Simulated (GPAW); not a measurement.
# Rh (Fm-3m) in GPAW: settings compared

Aim: see how the results for Rh move with the level of theory and the settings. Levels: LDA, PBEsol, RPBE, revPBE. Tasks: band structure.

All numbers are computed with GPAW 26.7.0; they aren't measurements. Logs are shortened: lines on timing, memory, paths and dates and some standing lists are left out, and cuts for length are marked. The log counts tension as positive stress, the text compression.

## 1. Starting point

It takes space group Fm-3m (No. 225, cubic). The conventional cell has a = 3.796 Å, b = 3.796 Å, c = 3.796 Å, α = 90.00°, β = 90.00°, γ = 90.00°. Around Rh (site symmetry m-3m) lie 12 Rh at 2.68 Å.

## 2. Band structure, LDA

The input, run.py:

```python
from ase.dft.bandgap import bandgap
from ase.io import read, write
from ase.units import GPa
from gpaw import GPAW, PW

atoms = read('Rh.xyz')

calc = GPAW(mode=PW(600),
            xc='LDA',
            kpts={'size': (12, 12, 12), 'gamma': True},
            occupations={'name': 'fermi-dirac', 'width': 0.05},
            nbands=16,
            convergence={'density': 1e-05, 'energy': 1e-05},
            maxiter=150,
            txt='gpaw.txt')
atoms.calc = calc
energy = atoms.get_potential_energy()
forces = atoms.get_forces()
stress = atoms.get_stress()
calc.write('gs.gpw')
write('result.traj', atoms)
print(f'Energy: {energy:.6f} eV')
print('Forces (eV/A):')
print(forces.round(4))
print('Stress (GPa):', (stress / GPa).round(3))
print('Fermi level:', round(calc.get_fermi_level(), 4), 'eV')
print(f'Gap: {bandgap(calc)[0]:.4f} eV, direct: {bandgap(calc, direct=True)[0]:.4f} eV')

path = atoms.cell.bandpath('GXWKGLUWLK,UX', npoints=100, eps=1e-4)
bs_calc = calc.fixed_density(kpts=path, symmetry='off', nbands=24,
                             convergence={'bands': 'CBM+6.0', 'eigenstates': 1e-6}, txt='bands.txt')
bs = bs_calc.band_structure()
bs.write('bs.json')
print(f'Gap on the path: {bandgap(bs_calc)[0]:.4f} eV')
```

The input, Rh.xyz:

```xyz
1
Lattice="0.0000000000 1.8978500000 1.8978500000 1.8978500000 0.0000000000 1.8978500000 1.8978500000 1.8978500000 0.0000000000" Properties=species:S:1:pos:R:3 pbc="T T T"
Rh     0.0000000000      0.0000000000      0.0000000000
```

Potentials or basis: the program's PAW data sets (release 1.2.1) made for this functional, pw.

Launch:

```
> OMP_NUM_THREADS=1 python run.py
```

gpaw.txt:

```text
__  _  _
 | _ |_)|_||  |
 |__||  | ||/\| - 26.7.0

Input parameters:
  mode=PW(ecut=600.0),
  convergence={'density': 1e-05, 'energy': 1e-05},
  kpts=MonkhorstPack(size=(12, 12, 12), gamma=True),
  maxiter=150,
  nbands=16,
  occupations=Occupations(name='fermi-dirac', width=0.05),
  xc=XC(name='LDA')

Diagonalizing LCAO Hamiltonian
Converting LCAO to pw mode

       Rh

Atoms  # Å, Bohr magnetons
|   | symbol |        x |        y |        z |    initial magnetic moments |
|---|--------|----------|----------|----------|-----------------------------|
| 0 |     Rh | 0.000000 | 0.000000 | 0.000000 | ( 0.0000,  0.0000,  0.0000) |

Unit cell  # Å
| periodic |        x |        y |        z |  lengths |    angles |
|----------|----------|----------|----------|----------|-----------|
|      yes | 0.000000 | 1.897850 | 1.897850 | 2.683965 | 60.000000 |
|      yes | 1.897850 | 0.000000 | 1.897850 | 2.683965 | 60.000000 |
|      yes | 1.897850 | 1.897850 | 0.000000 | 2.683965 | 60.000000 |

Number of symmetries: 48
Symmetry operations  # r_c * U_cc + t_c -> r_c
|    | kind |            matrix            |
|----|------|------------------------------|
|  0 |  σ   |  1, 0, 0,  1, 0,-1,  1,-1, 0 |
|  1 |  C2  |  1, 0, 0,  1,-1, 0,  1, 0,-1 |
|  2 |  E   |  1, 0, 0,  0, 1, 0,  0, 0, 1 |
|  3 |  σ   |  1, 0, 0,  0, 0, 1,  0, 1, 0 |
|  4 |  C4  |  1, 0,-1,  1, 0, 0,  1,-1, 0 |
|  5 |  S6  |  1, 0,-1,  1,-1, 0,  1, 0, 0 |
|  6 |  σ   |  1, 0,-1,  0, 1,-1,  0, 0,-1 |
|  7 |  C3  |  1, 0,-1,  0, 0,-1,  0, 1,-1 |
|  8 |  S6  |  1,-1, 0,  1, 0, 0,  1, 0,-1 |
|  9 |  C4  |  1,-1, 0,  1, 0,-1,  1, 0, 0 |
| 10 |  C3  |  1,-1, 0,  0,-1, 1,  0,-1, 0 |
| 11 |  σ   |  1,-1, 0,  0,-1, 0,  0,-1, 1 |
| 12 |  σ   |  0, 1, 0,  1, 0, 0,  0, 0, 1 |
| 13 |  C4  |  0, 1, 0,  0, 1,-1, -1, 1, 0 |
| 14 |  C3  |  0, 1, 0,  0, 0, 1,  1, 0, 0 |
| 15 |  S6  |  0, 1, 0, -1, 1, 0,  0, 1,-1 |
| 16 |  C2  |  0, 1,-1,  1, 0,-1,  0, 0,-1 |
| 17 |  σ   |  0, 1,-1,  0, 1, 0, -1, 1, 0 |
| 18 |  S4  |  0, 1,-1,  0, 0,-1,  1, 0,-1 |
| 19 |  C4  |  0, 1,-1, -1, 1, 0,  0, 1, 0 |
| 20 |  C3  |  0, 0, 1,  1, 0, 0,  0, 1, 0 |
| 21 |  σ   |  0, 0, 1,  0, 1, 0,  1, 0, 0 |
| 22 |  S6  |  0, 0, 1,  0,-1, 1, -1, 0, 1 |
| 23 |  C4  |  0, 0, 1, -1, 0, 1,  0,-1, 1 |
| 24 |  S4  |  0, 0,-1,  1, 0,-1,  0, 1,-1 |
| 25 |  C3  |  0, 0,-1,  0, 1,-1,  1, 0,-1 |
| 26 |  C2  |  0, 0,-1,  0,-1, 0, -1, 0, 0 |
| 27 |  S6  |  0, 0,-1, -1, 0, 0,  0,-1, 0 |
| 28 |  S4  |  0,-1, 1,  1,-1, 0,  0,-1, 0 |
| 29 |  C4  |  0,-1, 1,  0, 0, 1, -1, 0, 1 |
| 30 |  C2  |  0,-1, 1,  0,-1, 0,  1,-1, 0 |
| 31 |  σ   |  0,-1, 1, -1, 0, 1,  0, 0, 1 |
| 32 |  C3  |  0,-1, 0,  1,-1, 0,  0,-1, 1 |
| 33 |  S6  |  0,-1, 0,  0, 0,-1, -1, 0, 0 |
| 34 |  S4  |  0,-1, 0,  0,-1, 1,  1,-1, 0 |
| 35 |  C2  |  0,-1, 0, -1, 0, 0,  0, 0,-1 |
| 36 |  C2  | -1, 1, 0,  0, 1, 0,  0, 1,-1 |
| 37 |  S6  | -1, 1, 0,  0, 1,-1,  0, 1, 0 |
| 38 |  S4  | -1, 1, 0, -1, 0, 1, -1, 0, 0 |
| 39 |  C3  | -1, 1, 0, -1, 0, 0, -1, 0, 1 |
| 40 |  S6  | -1, 0, 1,  0, 0, 1,  0,-1, 1 |
| 41 |  C2  | -1, 0, 1,  0,-1, 1,  0, 0, 1 |
| 42 |  C3  | -1, 0, 1, -1, 1, 0, -1, 0, 0 |
| 43 |  S4  | -1, 0, 1, -1, 0, 0, -1, 1, 0 |
| 44 |  C2  | -1, 0, 0,  0, 0,-1,  0,-1, 0 |
| 45 |  i   | -1, 0, 0,  0,-1, 0,  0, 0,-1 |
| 46 |  σ   | -1, 0, 0, -1, 1, 0, -1, 0, 1 |
| 47 |  C2  | -1, 0, 0, -1, 0, 1, -1, 1, 0 |

BZ-sampling:
  Number of BZ points: 1728
  Number of IBZ points: 72

  Monkhorst-Pack size: [12, 12, 12]
  Monkhorst-Pack shift: [0.041666666666666664, 0.041666666666666664, 0.041666666666666664]

K-points  # in reciprocal-cell coordinates
|     |                                coordinates |     weight |
|-----|--------------------------------------------|------------|
|   0 | ( -0.00000000,  -0.00000000,  -0.00000000) | 0.00057870 |
|   1 | (  0.08333333,   0.08333333,  -0.00000000) | 0.00347222 |
|   2 | (  0.08333333,   0.08333333,   0.08333333) | 0.00462963 |
|   3 | (  0.16666667,   0.08333333,   0.08333333) | 0.00694444 |
|   4 | (  0.16666667,   0.16666667,  -0.00000000) | 0.00347222 |
|   5 | (  0.16666667,   0.16666667,   0.08333333) | 0.01388889 |
|   6 | (  0.16666667,   0.16666667,   0.16666667) | 0.00462963 |
|   7 | (  0.25000000,   0.16666667,   0.08333333) | 0.01388889 |
|   8 | (  0.25000000,   0.16666667,   0.16666667) | 0.01388889 |
|   9 | (  0.25000000,   0.25000000,  -0.00000000) | 0.00347222 |
| ... |                                            |            |
|  71 | (  0.50000000,   0.50000000,   0.50000000) | 0.00231481 |

Plane wave coefficients: 471
Cutoff: 600.0 eV

Spin-components: 1 (collinear spins)
Bands:           16
Projectors:      6
Spin-degeneracy: 2
Datatype:        complex128

Parallelization:
  kpt:    1
  domain: 1
  band:   1

Density:
  Valence electrons: 15.0
  Components: 1
  Grid points: [16 16 16]
  Charge: 0.0  # |e|

Potential:
  Grid points: [16 16 16]

species:
  Rh:
    name:    Rhodium
    Z:       45.0
    valence: 15
    core:    30
    charge:  0.0  # [|e|]
    compensation charges:
      type: gauss
      rc: 0.38  # [Å]
      lmax: 2
    cutoffs:
      filter: 2.48  # [Å]
      core: 2.35  # [Å]
    projectors
    | kind |    occ | energy [eV] | rcut [Å] |
    |------|--------|-------------|----------|
    |   5s |  1.000 |      -4.582 |    1.270 |
    |   4p |  6.000 |     -50.540 |    1.381 |
    |   5p |  0.000 |      -0.969 |    1.381 |
    |   4d |  8.000 |      -6.147 |    1.244 |
    |    s |        |      22.630 |    1.270 |
    |    d |        |      21.064 |    1.244 |

    Using partial waves for Rh as LCAO basis

Reference energy: -130009.130234  # eV

eigensolver:
  PPCG
  Converge bands: occupied
  niter=2

density mixing:
  MSR1-Mixer
  Pratt-step length: 0.05
  Maximum mixing coefficient: 0.75
  Old densities: 10
  SVD Regularization: 0.005
  Good broyden scale: 1.0
  Trust region scale: 1.0
  Backstep threshold: 4.0
  History deletion threshold: 6.0
  Fourier metric: weight=20.0, sigma=0.015

occupation numbers:
  Fermi-Dirac:
    width: 0.0500  # eV

poisson solver:
  ecut: 4800.0  # eV

xc functional:
  name: None

convergence criteria:
- Maximum integral of absolute [dens]ity change: 1e-05 electrons / valence electron
- Maximum [total energy] change in last 3 cyles: 1e-05 eV / valence electron
- Maximum integral of absolute [eigenst]ate change: 4e-08 eV^2 / valence electron
maximum number of iterations: 150

SCF iterations
|iter     | |      energy | eigst |  dens |
|---------|-|-------------|-------|-------|
|iter:   1| |   -9.494187 | +0.07 |       |
|iter:   2| |   -9.336249 | -2.71 | -1.08 |
|iter:   3| |   -8.771710 | -2.05 | -1.13 |
|iter:   4| |   -8.763720 | -3.87 | -2.32 |
|iter:   5| |   -8.759743 | -4.00 | -2.52 |
|iter:   6| |   -8.759734 | -6.61 | -3.59 |
|iter:   7| |   -8.759735c| -7.14 | -3.81 |
|iter:   8| |   -8.759735c| -8.16c| -5.20c|

Converged in 8 steps
Energy contributions relative to reference atoms: (reference = -130009.130234)

Energy contributions:
  Kinetic:          -4.424490
  Coulomb:           1.954945
  Zero:             -0.155438
  External:          0.000000
  Xc:               -6.130668
  Entropy:          -0.008166
  Spinorbit:         0.000000
  ----------------------------
  Free energy:      -8.763818
  Extrapolated:     -8.759735

dipole moment: (-11.560868, -11.560868, -11.560868)  # |e|*Ang

Fermi level: 11.651
Eigenvalues  # (at kpt = [-0.000, -0.000, -0.000])
| band index |      eig [eV] | occ [0-2] |
|------------|---------------|-----------|
|          0 |       -34.660 |     2.000 |
|          1 |       -34.660 |     2.000 |
|          2 |       -34.660 |     2.000 |
|          3 |         3.552 |     2.000 |
|          4 |         8.500 |     2.000 |
|          5 |         8.500 |     2.000 |
|          6 |         8.500 |     2.000 |
|          7 |        10.632 |     2.000 |
|          8 |        10.632 |     2.000 |
|          9 |        27.901 |     0.000 |
|         10 |        33.588 |     0.000 |
|         11 |        33.588 |     0.000 |
|         12 |        33.588 |     0.000 |
|         13 |        38.654 |     0.000 |
|         14 |        43.147 |     0.000 |
|         15 |        43.763 |     0.000 |

No gap
No difference between direct/indirect transitions

Forces  # eV/Ang
|        x |        y |        z |
|----------|----------|----------|
| -0.00000 | -0.00000 | -0.00000 |  # Rh   0

Stress tensor  # eV/Ang^3
|         x |         y |        z |
|-----------|-----------|----------|
|  0.052663 | -0.000000 | 0.000000 |
| -0.000000 |  0.052663 | 0.000000 |
|  0.000000 |  0.000000 | 0.052663 |

# Writing to gs.gpw (mode='')
```

Run time: 13 s. Hardware: 1 thread of Arm Neoverse V2, shared host; peak memory 0.17 GiB.

Results:

```
Free energy             : -8.7638 eV
Pressure                : -8.4 GPa
Band gap along the path : none (metal or under the smearing width)
```

Levels at the corners of the path, in eV from the Fermi level:
```tsv
point	band 3	band 4	band 5	band 6	band 7	band 8	band 9
Γ	-46.31	-8.10	-3.15	-3.15	-3.15	-1.02	-1.02
X	-46.59	-6.38	-6.02	0.54	0.98	0.98	3.18
W	-46.60	-5.06	-3.85	-3.85	-1.24	0.98	9.67
K	-46.53	-5.58	-4.81	-2.10	-0.72	0.35	7.88
Γ	-46.31	-8.10	-3.15	-3.15	-3.15	-1.02	-1.02
L	-46.42	-6.21	-3.22	-3.22	0.56	0.56	0.67
U	-46.53	-5.58	-4.81	-2.10	-0.72	0.35	7.88
W	-46.60	-5.06	-3.85	-3.85	-1.24	0.98	9.67
L	-46.42	-6.21	-3.22	-3.22	0.56	0.56	0.67
K	-46.53	-5.58	-4.81	-2.10	-0.72	0.35	7.88
U	-46.53	-5.58	-4.81	-2.10	-0.72	0.35	7.88
X	-46.59	-6.38	-6.02	0.54	0.98	0.98	3.18
```

## 3. Band structure, PBEsol

Edit run.py of step 2 so:

```diff
@@ -1,10 +1,18 @@
+from ase import Atoms
 from ase.dft.bandgap import bandgap
-from ase.io import read, write
+from ase.io import write
 from ase.units import GPa
-from gpaw import GPAW, PW
+from gpaw import GPAW, PW, setup_paths
 
-atoms = read('Rh.xyz')
+setup_paths.insert(0, '.')
+
+atoms = Atoms(['Rh'],
+              cell=[[0.0, 1.89785, 1.89785],
+                    [1.89785, 0.0, 1.89785],
+                    [1.89785, 1.89785, 0.0]],
+              scaled_positions=[[0.0, 0.0, 0.0]],
+              pbc=True)
 
 calc = GPAW(mode=PW(600),
-            xc='LDA',
+            xc='PBEsol',
             kpts={'size': (12, 12, 12), 'gamma': True},
@@ -28,3 +36,3 @@
 
-path = atoms.cell.bandpath('GXWKGLUWLK,UX', npoints=100, eps=1e-4)
+path = atoms.cell.bandpath('GXWKGLUWLK,UX', npoints=60, eps=1e-4)
 bs_calc = calc.fixed_density(kpts=path, symmetry='off', nbands=24,
```

Potentials or basis: PAW data sets generated in the run's folder for this functional, pw.

Launch:

```
> gpaw-setup -f PBEsol Rh
> OMP_NUM_THREADS=1 python run.py
```

It took 13 s on 1 thread of Arm Neoverse V2, shared host; peak memory 0.16 GiB.

Results (log left out):

| Property | Result |
| --- | --- |
| Free energy | -8.1749 eV |
| Pressure | -1.4 GPa |
| Band gap along the path | none (metal or under the smearing width) |

Levels at the corners of the path, in eV from the Fermi level:
```
point  band 3  band 4  band 5  band 6  band 7  band 8  band 9
    Γ  -46.37   -8.08   -3.14   -3.14   -3.14   -1.02   -1.02
    X  -46.64   -6.39   -6.01    0.53    0.98    0.98    3.18
    W  -46.65   -5.07   -3.85   -3.85   -1.24    0.98    9.68
    K  -46.59   -5.58   -4.81   -2.10   -0.72    0.36    7.88
    Γ  -46.37   -8.08   -3.14   -3.14   -3.14   -1.02   -1.02
    L  -46.47   -6.19   -3.21   -3.21    0.56    0.56    0.65
    U  -46.59   -5.58   -4.81   -2.10   -0.72    0.36    7.88
    W  -46.65   -5.07   -3.85   -3.85   -1.24    0.98    9.68
    L  -46.47   -6.19   -3.21   -3.21    0.56    0.56    0.65
    K  -46.59   -5.58   -4.81   -2.10   -0.72    0.36    7.88
    U  -46.59   -5.58   -4.81   -2.10   -0.72    0.36    7.88
    X  -46.64   -6.39   -6.01    0.53    0.98    0.98    3.18
```

(Continued in part 2 of 3.)
